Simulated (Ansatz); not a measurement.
# The MoGe2As4 monolayer under a gate

How does the MoGe2As4 monolayer take up charge from its gate?

Calculated with Ansatz 0.2.0; plane-wave DFT, PBE-D3(BJ), Ansatz PAW, in the first sound run; inputs show where later runs differ.

### 1. Starting point

The cell holds 7 atoms: 4 As, 2 Ge and 1 Mo. Cell: a = 3.730 Å, b = 3.730 Å, c = 49.220 Å, α = 90.0°, β = 90.0°, γ = 120.0°. Vacuum lies along c.

### 2. Relaxation

The starting cell is a guess, so the in-plane lattice and the atoms are relaxed first, with the slab cut off from its images along the normal.

File input.yaml:

```yaml
crystal:
  lattice:
    - [3.73, 0.0, 0.0]
    - [-1.865, 3.2302747561, 0.0]
    - [0.0, 0.0, 49.2195424057]
  atoms:
    - { symbol: As, position: [0.0, 0.0, 0.407358521] }
    - { symbol: Ge, position: [0.3333333333, 0.6666666667, 0.4248921795] }
    - { symbol: As, position: [0.3333333333, 0.6666666667, 0.4720279286] }
    - { symbol: Mo, position: [0.0, 0.0, 0.5] }
    - { symbol: As, position: [0.3333333333, 0.6666666667, 0.5279720714] }
    - { symbol: Ge, position: [0.3333333333, 0.6666666667, 0.5751078205] }
    - { symbol: As, position: [0.0, 0.0, 0.592641479] }
  periodic: [true, true, false]
kpoints:
  mp_grid: { grid: [12, 12, 1] }
hamiltonian:
  xc: pbe
  dispersion: d3bj
scf:
  occupations: { method: fermi_dirac, width: 0.05 }
  convergence: { dr2_threshold: 1.0e-09 }
relax:
  f_tol: 0.004
  max_steps: 90
  cell: {}
output:
  write_potential: true
  write_density: true
  volumetric_format: npy
```

Started as:

```console
ansatz run input.yaml --threads 4 --pin off --max-ram 12288MiB --backend cpu --events-out ev --progress --plain --runs-dir out
```

Numbers of over 12 decimals in the logs are rounded to 6 here.

The log of the run:

```text
Warning: relax.cell: scf.convergence.dr2_threshold = 1e-9 eV is looser than the 1.91488656446e-10 eV advised for a relaxation that steers and ends on the stress (1e-10 eV for each atom of the cell: 7, times the square of relax.cell.stress_2d_tol = 0.05 N/m over 19.1 Å (the atoms' height at the walk's start and 5 Å past either face), 2.615e-2 GPa, over a crystal's default 0.05). What an SCF threshold leaves in a stress goes as its square root, and in the free energy as the threshold itself, and one threshold admits the most on a small cell: [figures from the program's tests cut] Set scf.convergence.dr2_threshold to 1.91488656446e-10 eV or tighter. [rest of the remark cut]
Engine: ansatz 0.2.0, aarch64-unknown-linux-gnu
Pseudopotentials: kind: paw
Pseudopotential: As, paw, valence charge 15, recommended cutoff 420 eV (normal), As.paw.azcp
Pseudopotential: Ge, paw, valence charge 14, recommended cutoff 420 eV (normal), Ge.paw.azcp
Pseudopotential: Mo, paw, valence charge 14, recommended cutoff 420 eV (normal), Mo.paw.azcp
Functional definition: PBE
  parameter kappa = 0.804
  parameter beta = 0.066725
  exchange = pbe_x(kappa = kappa, mu = beta*pi^2/3)
  correlation = pbe_c(beta = beta)
Crystal: 7 atoms, lattice volume = 593.043 Å³
Basis set: ecut = 420 eV, 11661 PW (Γ), exchange–correlation on 50×50×720 points (8 copies of the dense FFT grid, shifted against one another)
Bands: 62, of which v1, the nominal top of the filled ones, is band 51 counted from 1 (50 counted from 0)
Symmetry: 12 space group operations
Space group: P-6m2 (ITA 187), of the structure as read, at distance tolerance 8.4e-5 Å
k-points: 19 of 144 (time reversal used)
Non-local potential: As, projectors of the file, l = 0: 2, l = 1: 2, l = 2: 3, l = 3: 1
Non-local potential: Ge, projectors of the file, l = 0: 2, l = 1: 2, l = 2: 3, l = 3: 1
Non-local potential: Mo, projectors of the file, l = 0: 3, l = 1: 2, l = 2: 2, l = 3: 1
PAW form: soft (Blöchl's): semilocal exchange-correlation on the pseudo side does not see the compensation charge
PAW one-centre angular grid: As, 590 points (default); XC on 64 Gauss nodes
PAW one-centre angular grid: Ge, 590 points (default); XC on 64 Gauss nodes
PAW one-centre angular grid: Mo, 590 points (default); XC on 64 Gauss nodes
Initial density: superposition of atomic densities (neutral atoms: chi_scale 0, normalization atom), corrected by the library's trained network
Initial wavefunctions: pseudopotential atomic-orbital guess
Functional: x = pbe(κ = 0.804, μ = 0.219515), c = pbe(β = 0.066725)
SCF iter   1: F=—  HF=-32972.241189 eV  |F-HF|=—  |Δ(HF+E_count)|=         —  Δρ=4.16e-3  dr2=7.87e-1  ethr=1.77e-3  ⟨swp⟩=12.1  Hψ=6344  notcnv=0  defer=18
preconditioner: auto → LDOS  [metal: Δε(μ)=0.045 eV  Ē_g=8.846 eV  σ=0.050 eV  W_gap=0.22  n_scr=84 (ndim 8)  ℏωp=8.9 eV  f_vac=0.741  D(μ)=1.66/eV (n_scr^D=10)  β→1.0]
SCF iter   2: F=—  HF=-32972.191283 eV  |F-HF|=—  |Δ(HF+E_count)|=   4.99e-2  Δρ=2.80e-3  dr2=2.39e-1  ethr=7.72e-4  ⟨swp⟩=4.0  Hψ=1887  notcnv=0  defer=72
SCF iter   3: F=—  HF=-32972.167804 eV  |F-HF|=—  |Δ(HF+E_count)|=   2.35e-2  Δρ=5.23e-4  dr2=2.71e-3  ethr=2.34e-4  ⟨swp⟩=3.7  Hψ=1906  notcnv=0  defer=72
SCF iter   4: F=—  HF=-32972.167027 eV  |F-HF|=—  |Δ(HF+E_count)|=   7.78e-4  Δρ=1.67e-4  dr2=2.51e-4  ethr=2.65e-6  ⟨swp⟩=3.3  Hψ=2224  notcnv=0  defer=72
SCF iter   5: F=—  HF=-32972.167032 eV  |F-HF|=—  |Δ(HF+E_count)|=   5.52e-6  Δρ=5.42e-5  dr2=2.84e-5  ethr=2.46e-7  ⟨swp⟩=3.3  Hψ=2031  notcnv=0  defer=72
SCF iter   6: F=—  HF=-32972.167093 eV  |F-HF|=—  |Δ(HF+E_count)|=   6.08e-5  Δρ=2.65e-5  dr2=1.32e-5  ethr=2.79e-8  ⟨swp⟩=3.3  Hψ=2252  notcnv=0  defer=72
SCF iter   7: F=—  HF=-32972.167084 eV  |F-HF|=—  |Δ(HF+E_count)|=   8.65e-6  Δρ=7.55e-6  dr2=3.36e-7  ethr=1.30e-8  ⟨swp⟩=2.9  Hψ=1565  notcnv=0  defer=72
SCF iter   8: F=—  HF=-32972.167122 eV  |F-HF|=—  |Δ(HF+E_count)|=   3.75e-5  Δρ=3.04e-6  dr2=3.30e-8  ethr=3.30e-10  ⟨swp⟩=3.7  Hψ=2534  notcnv=0  defer=72
SCF iter   9: F=—  HF=-32972.167122 eV  |F-HF|=—  |Δ(HF+E_count)|=   1.83e-7  Δρ=1.13e-6  dr2=3.67e-9  ethr=3.23e-11  ⟨swp⟩=3.6  Hψ=2383  notcnv=0  defer=72
SCF iter  10: F=-32972.167122 eV  HF=-32972.167122 eV  |F-HF|=4.56e-8  |Δ(HF+E_count)|=   9.17e-8  Δρ=3.47e-7  dr2=2.94e-10  ethr=1.00e-12  ⟨swp⟩=11.4  Hψ=7990  notcnv=0
SCF 1 converged in 10 iterations: F = -32972.167122 eV  dr2 = 2.94e-10
  greatest PAW one-centre occupation: 0.999 electrons in one spin orbital (limit 2), on the As atom at site 4 (counted from 0), in its partial waves of l = 2
relax step   1: F+E_penalty+E_count = -32972.16712220 eV  Δ(F+E_penalty+E_count) = +0.000e0 eV  max|allowed force component| = 2.752e0 eV/Å  Δτ_max = 0.0000 Å  P = +2.796 N/m  Ω = 593.043 Å³  fix = [c, alpha, beta]  reactions: c +0.000 N/m  (10 SCF iters, accepted)
Crystal: 7 atoms, lattice volume = 588.839 Å³
Basis set: ecut = 420 eV, 11577 PW (Γ), exchange–correlation on 50×50×720 points (8 copies of the dense FFT grid, shifted against one another)
Initial density: handed on by an earlier stage of this run
Initial wavefunctions: those handed on with the density
iter 1 solved again at ethr=1.53e-4 eV; its pass at ethr=3.10e-3 eV (dr2=1.56e-1 eV) is discarded
SCF iter   1: F=—  HF=-32972.950911 eV  |F-HF|=—  |Δ(HF+E_count)|=         —  Δρ=4.47e-3  dr2=1.61e-1  ethr=1.53e-4  ⟨swp⟩=4.1  Hψ=6171  notcnv=0
preconditioner: auto → LDOS  [metal: Δε(μ)=0.142 eV  Ē_g=8.655 eV  σ=0.050 eV  W_gap=0.45  n_scr=84 (ndim 8)  ℏωp=8.9 eV  f_vac=0.732  D(μ)=0.70/eV (n_scr^D=6)  β→1.0]
SCF iter   2: F=—  HF=-32972.976097 eV  |F-HF|=—  |Δ(HF+E_count)|=   2.52e-2  Δρ=2.30e-3  dr2=3.54e-1  ethr=1.53e-4  ⟨swp⟩=5.6  Hψ=2942  notcnv=0  defer=5
SCF iter   3: F=—  HF=-32972.925986 eV  |F-HF|=—  |Δ(HF+E_count)|=   5.01e-2  Δρ=7.47e-4  dr2=1.88e-2  ethr=1.53e-4  ⟨swp⟩=4.0  Hψ=2138  notcnv=0  defer=76
SCF iter   4: F=—  HF=-32972.924032 eV  |F-HF|=—  |Δ(HF+E_count)|=   1.95e-3  Δρ=3.30e-4  dr2=2.89e-3  ethr=1.85e-5  ⟨swp⟩=3.1  Hψ=1838  notcnv=0  defer=76
SCF iter   5: F=—  HF=-32972.923530 eV  |F-HF|=—  |Δ(HF+E_count)|=   5.03e-4  Δρ=1.21e-4  dr2=1.57e-4  ethr=2.84e-6  ⟨swp⟩=3.0  Hψ=1815  notcnv=0  defer=76
SCF iter   6: F=—  HF=-32972.923531 eV  |F-HF|=—  |Δ(HF+E_count)|=   1.59e-6  Δρ=3.82e-5  dr2=1.06e-5  ethr=1.54e-7  ⟨swp⟩=3.0  Hψ=2163  notcnv=0  defer=76
SCF iter   7: F=—  HF=-32972.923558 eV  |F-HF|=—  |Δ(HF+E_count)|=   2.64e-5  Δρ=1.36e-5  dr2=1.03e-6  ethr=1.04e-8  ⟨swp⟩=3.2  Hψ=2352  notcnv=0  defer=76
SCF iter   8: F=—  HF=-32972.923587 eV  |F-HF|=—  |Δ(HF+E_count)|=   2.92e-5  Δρ=3.55e-6  dr2=7.05e-8  ethr=1.01e-9  ⟨swp⟩=3.5  Hψ=2454  notcnv=0  defer=76
[...]
SCF iter   9: F=—  HF=-32973.240896 eV  |F-HF|=—  |Δ(HF+E_count)|=   7.11e-7  Δρ=2.82e-6  dr2=3.50e-8  ethr=7.89e-10  ⟨swp⟩=3.4  Hψ=2110  notcnv=0  defer=69
SCF iter  10: F=—  HF=-32973.240896 eV  |F-HF|=—  |Δ(HF+E_count)|=   1.02e-7  Δρ=7.18e-7  dr2=2.73e-9  ethr=3.43e-11  ⟨swp⟩=3.9  Hψ=2768  notcnv=0  defer=69
SCF iter  11: F=-32973.240896 eV  HF=-32973.240896 eV  |F-HF|=1.70e-9  |Δ(HF+E_count)|=   1.12e-8  Δρ=1.97e-7  dr2=1.44e-10  ethr=1.00e-12  ⟨swp⟩=11.2  Hψ=7950  notcnv=0
SCF 3 converged in 11 iterations: F = -32973.240896 eV  dr2 = 1.44e-10
relax step   3: F+E_penalty+E_count = -32973.24089627 eV  Δ(F+E_penalty+E_count) = -3.173e-1 eV  max|allowed force component| = 3.924e-1 eV/Å  Δτ_max = 0.1949 Å  P = -2.372 N/m  Ω = 577.938 Å³  energy of the carried Pulay correction = +7.101e-4 eV  fix = [c, alpha, beta]  reactions: c -0.000 N/m  (11 SCF iters, accepted)
[...]
relax step   4: F+E_penalty+E_count = -32973.32059319 eV  Δ(F+E_penalty+E_count) = -7.970e-2 eV  max|allowed force component| = 1.788e-1 eV/Å  Δτ_max = 0.1209 Å  P = -0.520 N/m  Ω = 563.756 Å³  energy of the carried Pulay correction = +1.394e-3 eV  fix = [c, alpha, beta]  reactions: c -0.000 N/m  (11 SCF iters, accepted)
[...]
relax step   5: F+E_penalty+E_count = -32973.32382435 eV  Δ(F+E_penalty+E_count) = -3.231e-3 eV  max|allowed force component| = 3.715e-2 eV/Å  Δτ_max = 0.0152 Å  P = +0.006 N/m  Ω = 562.045 Å³  energy of the carried Pulay correction = +1.477e-3 eV  fix = [c, alpha, beta]  reactions: c +0.000 N/m  (9 SCF iters, accepted)
[...]
relax step   6: F+E_penalty+E_count = -32973.32362503 eV  Δ(F+E_penalty+E_count) = +1.993e-4 eV  max|allowed force component| = 6.448e-2 eV/Å  Δτ_max = 0.0048 Å  P = +0.048 N/m  Ω = 562.030 Å³  energy of the carried Pulay correction = +1.478e-3 eV  fix = [c, alpha, beta]  (8 SCF iters, rejected (line search))
[...]
relax step   7: F+E_penalty+E_count = -32973.32390820 eV  Δ(F+E_penalty+E_count) = -8.385e-5 eV  max|allowed force component| = 2.846e-4 eV/Å  Δτ_max = 0.0021 Å  P = -0.003 N/m  Ω = 562.173 Å³  energy of the carried Pulay correction = +1.471e-3 eV  fix = [c, alpha, beta]  reactions: c -0.000 N/m  (8 SCF iters, accepted)
Initial wavefunctions: pseudopotential atomic-orbital guess (no wavefunctions were taken with the density)
iter 1 solved again at ethr=6.99e-7 eV; its pass at ethr=3.10e-3 eV (dr2=7.13e-4 eV) is discarded
SCF iter   1: F=—  HF=-32973.322595 eV  |F-HF|=—  |Δ(HF+E_count)|=         —  Δρ=2.60e-5  dr2=6.79e-7  ethr=6.99e-7  ⟨swp⟩=6.8  Hψ=10546  notcnv=0
eigensolver tolerance schedule: the retry pair's looser diagonalisation over-reported the residual by 1049.03 of it (diagonalisation noise at 0.31 of the residual, at the tolerance the schedule requests for it); recorded, not acted on — ethr = c·dr2/N_el stays at c = 1.0e-1
preconditioner: auto → Resta (q_TF=auto, 2.053 Å⁻¹)  ε∞=2.2  [insulator: Δε(μ)=0.593 eV  Ē_g=8.486 eV  σ=0.050 eV  W_gap=0.99  n_scr=74 (ndim 8)  ℏωp=9.1 eV  f_vac=0.721  D(μ)=0.01/eV (n_scr^D=0)  ε∞_Penn≈2.2  vacuum switching on, ρ_ref=5.2e-3 e/Å³]
SCF iter   2: F=—  HF=-32973.322629 eV  |F-HF|=—  |Δ(HF+E_count)|=   3.42e-5  Δρ=1.61e-5  dr2=4.06e-7  ethr=6.66e-10  ⟨swp⟩=4.4  Hψ=3433  notcnv=0
SCF iter   3: F=—  HF=-32973.322630 eV  |F-HF|=—  |Δ(HF+E_count)|=   2.40e-7  Δρ=5.44e-6  dr2=8.20e-8  ethr=3.98e-10  ⟨swp⟩=2.1  Hψ=2156  notcnv=0
SCF iter   4: F=—  HF=-32973.322630 eV  |F-HF|=—  |Δ(HF+E_count)|=   6.32e-8  Δρ=4.58e-6  dr2=5.48e-7  ethr=8.04e-11  ⟨swp⟩=3.4  Hψ=2484  notcnv=0  recentre
SCF iter   5: F=—  HF=-32973.322630 eV  |F-HF|=—  |Δ(HF+E_count)|=   4.93e-8  Δρ=6.91e-7  dr2=9.75e-9  ethr=8.04e-11  ⟨swp⟩=2.6  Hψ=1821  notcnv=0
SCF iter   6: F=-32973.322630 eV  HF=-32973.322630 eV  |F-HF|=3.13e-10  |Δ(HF+E_count)|=   1.60e-9  Δρ=4.16e-7  dr2=5.82e-10  ethr=1.00e-12  ⟨swp⟩=13.2  Hψ=9338  notcnv=0
SCF 8 converged in 6 iterations: F = -32973.322630 eV  dr2 = 5.82e-10
relax step   8: F+E_penalty+E_count = -32973.32262961 eV  Δ(F+E_penalty+E_count) = +1.279e-3 eV  max|allowed force component| = 3.484e-4 eV/Å  Δτ_max = 0.0000 Å  P = -0.009 N/m  Ω = 562.173 Å³  fix = [c, alpha, beta]  reactions: c -0.000 N/m  stress off target by 8.77e-3 N/m on what of the cell is left free  SCF on the basis re-selected at this cell (its energy is not comparable with the rows above)  (6 SCF iters)
basis re-selected at this cell: Δ(F+E_penalty+E_count) = +1.279e-3 eV, ΔP = -0.006 N/m vs the last step (what re-selecting the basis moved, of the pressure what is left beyond the Pulay correction that the steps carried, after the strain that the cell walked since its last selection, with what the two solves' SCF thresholds leave and, on support functions, any second-order correction that the steps lacked; it is no m [...]
SCF converged after 6 iterations
Free energy (F): -32973.322630 eV
Harris-Foulkes:  -32973.322630 eV  (|F-HF|=3.13e-10)
Internal energy: -32973.322455 eV  (E = F + TS)
E sigma→0 (E₀):  -32973.322542 eV
Entropy (-TS):   -0.000174 eV (-0.025 meV/atom)
Fermi energy:    -4.673931 eV
--- Per-component energies (eV) ---
  E_band       = -2903.043088
  E_kinetic    = 1077.220117
  E_local      = -689970.803336  (includes V_loc(G=0)·N_el)
  E_nonlocal   = -1700.159966
  E_hartree    = 344104.503104
  E_xc         = -651.616285
  E_vxc        = -675.382804  (∫ρ·V_xc dr)
  E_paw        = -14582.783359  (= ΣΔE_a)
  E_vpaw       = 157.083567  (= ΣTr[D̂ρ^β])
  E_aug_tail   = 0.000705  (compensation charges beyond the density's cutoff)
  E_ewald      = 328752.762569
  E_disp       = -2.446004  (pairwise vdW)
  E_smearing   = -0.000174  (= −TS)
  E_closure    = -0.000000  (closes the sum)
  Σ components = -32973.322630   (vs F -32973.322630, Δ=0.00e0)
--- Forces (eV/Å), atoms counted from 1 ---
  atom   1  As     0.00000000    -0.00000000    -0.00034840
  atom   2  Ge    -0.00000000    -0.00000000    -0.00016677
  atom   3  As    -0.00000000    -0.00000000    -0.00021373
  atom   4  Mo     0.00000000    -0.00000000     0.00000000
  atom   5  As     0.00000000    -0.00000000     0.00021373
  atom   6  Ge    -0.00000000    -0.00000000     0.00016677
  atom   7  As     0.00000000    -0.00000000     0.00034840
  max |Σ_I F_I| component: 4.16e-16 eV/Å
--- 2D stress c σ (N/m, compression-positive) ---
       -0.008773      -0.000000       0.000000
       -0.000000      -0.008773       0.000000
        0.000000       0.000000      -0.000000
  P = ½ c Tr σ = -0.0088 N/m
--- Band table (eV; the first three rows and the last of 19) ---
  k-point 0: bands = [... 47 lower, -5.0066, -5.0066, -4.9784, -4.9784, -2.6315, -2.6107, -2.0307, -2.0307, ... 7 higher]
  k-point 1: bands = [... 47 lower, -5.6227, -5.2127, -5.1774, -5.0236, -2.4436, -2.4336, -1.8870, -1.8743, ... 7 higher]
  k-point 2: bands = [... 47 lower, -5.7350, -5.6662, -5.6193, -5.1903, -2.9217, -2.8967, -2.0338, -2.0189, ... 7 higher]
  k-point 18: bands = [... 47 lower, -7.3945, -6.5187, -5.8331, -5.0566, -4.3857, -4.1584, -3.2167, -3.0639, ... 7 higher]
  the weakly bound empty levels are not read free of the cell's end (no_gap_told)
--- Relaxed structure (7 steps of the walk, 6 accepted, 1 SCFs on fresh bases) ---
  F+E_penalty+E_count = -32973.32262961 eV   max|allowed force component| = 3.484e-4 eV/Å   (the final SCF, on the basis selected at the relaxed cell)
  cell:  # Å, volume = 562.1732 Å³
    - [3.631625, 3.6406195474785105e-18, 0]
    - [-1.815812, 3.145079, 0]
    - [0, 0, 49.2195424057]
  atoms:
    - { symbol: As, position: [1.3178113080276215e-17, -5.1357255561990634e-17, 0.396691] }
    - { symbol: Ge, position: [0.333333, 0.666667, 0.420911] }
    - { symbol: As, position: [0.333333, 0.666667, 0.470172] }
    - { symbol: Mo, position: [1.0573552618554978e-17, -5.1357255561990634e-17, 0.5] }
    - { symbol: As, position: [0.333333, 0.666667, 0.529828] }
    - { symbol: Ge, position: [0.333333, 0.666667, 0.579089] }
    - { symbol: As, position: [7.968992156833747e-18, -5.1357255561990634e-17, 0.603309] }
```

Wall time 2.7 min (4 threads of Arm Neoverse V1, shared host); peak memory 1.4 GiB; 11 min of CPU time.

Step by step:

```csv
step,energy less that of the first step (eV),largest force component (eV/Å),volume (Å³)
1,0.0000,2.7523,593.04
2,-0.7565,1.0834,588.84
3,-1.0738,0.3924,577.94
4,-1.1535,0.1788,563.76
5,-1.1567,0.0372,562.04
6,-1.1565,0.0645,562.03
7,-1.1568,0.0003,562.17
8*,-1.1555,0.0003,562.17
```

Relaxation steps marked * repeat the geometry before them on a plane-wave basis chosen anew for their cell, so energy and pressure can jump there. Relaxation step 6 was tried and not accepted.

Forces are held to the 12 operations that the run works with; a distortion that breaks them can't arise in this run.

```csv
cell as run,before,after,change
a (Å),3.730,3.632,-2.6 %
b (Å),3.730,3.632,-2.6 %
```

The atoms that moved most (Å, along periodic axes as changes of fractional coordinates times the final cell, across vacuum about the mean position):

```csv
atom,dx,dy,dz,length
As7,0.000,0.000,0.525,0.525
As1,0.000,0.000,-0.525,0.525
Ge2,0.000,0.000,-0.196,0.196
Ge6,0.000,0.000,0.196,0.196
As5,0.000,0.000,0.091,0.091
As3,0.000,0.000,-0.091,0.091
```

Numbers from this step:

```
energy at zero smearing : -32973.3225 eV
```

The lattice constant a goes from 3.730 to 3.632 Å.

[end of part 1 of 4]

[Logs are printed without paths, hosts, clocks, repeated set-up lines and the standing remarks that a program may print on its own settings, such as how far it seeks lower states.]

[Hosts, paths, dates, database ids (printed as entryN), source tags and the programs' standing remarks are cut or masked in the printed files.]

[Maps of the electrostatic potential energy from Ansatz leave out the sawtooth potential of an applied field or a dipole correction, so their vacuum need not be flat; planar profiles and work functions include it.]
